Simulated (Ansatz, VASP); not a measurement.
# Os: VASP beside Ansatz

The input INCAR:

```
SYSTEM = Os
PREC = Accurate
ENCUT = 520
EDIFF = 1E-6
ISMEAR = -1
SIGMA = 0.08
LREAL = .FALSE.
LASPH = .TRUE.
NELM = 60
ALGO = Normal
ISIF = 2
LWAVE = .FALSE.
LCHARG = .FALSE.
GGA = PS
NBANDS = 15
```

The input KPOINTS:

```
regular mesh
0
G
  17 17 10
  0 0 0
```

File POSCAR:

```
Os
1.0
    2.7340999755      0.0000000000      0.0000000000
   -1.3670499878      2.3678000353      0.0000000000
    0.0000000000      0.0000000000      4.3628970000
Os
2
Direct
    0.3333333333      0.6666666667      0.2500000000
    0.6666666667      0.3333333333      0.7500000000
```

Input for Ansatz:

```yaml
crystal:
  lattice:
    - [2.7340999755, 0.0, 0.0]
    - [-1.3670499878, 2.3678000353, 0.0]
    - [0.0, 0.0, 4.362897]
  atoms:
    - { symbol: Os, position: [0.3333333333, 0.6666666667, 0.25] }
    - { symbol: Os, position: [0.6666666667, 0.3333333333, 0.75] }
kpoints:
  mp_grid: { grid: [17, 17, 10] }
  band_path:
    path:
      - [0.0, 0.0, 0.0]
      - [0.5, 0.0, 0.0]
      - [0.3333333333, 0.3333333333, 0.0]
      - [0.0, 0.0, 0.0]
      - [0.0, 0.0, 0.5]
      - [0.5, 0.0, 0.5]
      - [0.3333333333, 0.3333333333, 0.5]
      - [0.0, 0.0, 0.5]
      - [0.5, 0.0, 0.5]
    npoints: 5
scf:
  occupations: { method: fermi_dirac, width: 0.08 }
hamiltonian:
  xc: pbesol
  pseudopotentials: { kind: all_electron, lapw: { basis_error: 0.001 } }
output:
  forces: true
  stress: true
  eigenvalues: true
```

Change from the starting cell: zz strain of +1 %.

Alike in both runs: task single point; functional PBEsol; k mesh 17 × 17 × 10; occupations fermi-dirac, width 0.08 eV; no spin polarisation.

|  | VASP | Ansatz |
| --- | --- | --- |
| version | VASP 6.6.1 | Ansatz 0.2.0 |
| potentials or method | VASP PAW PBE potentials, release 64 (Os) | all-electron LAPW, scalar-relativistic |
| plane-wave cutoff (eV) | 520 | see its input |

Ansatz gave:

| Quantity | Value |
| --- | --- |
| pressure (GPa) | -6.9 |
| largest component of the traceless stress (GPa) | 4.48 |

Estimate VASP's values.

pressure (GPa): -6.6; largest component of the traceless stress (GPa): 4.50.

Ansatz ran all-electron here, so the differences hold the error of VASP's frozen core and of both bases.

Caveats: the PAW data sets were made with another functional, which shifts forces and pressure a little (VASP). The runs have no spin-orbit coupling, so splittings on Os are missing.
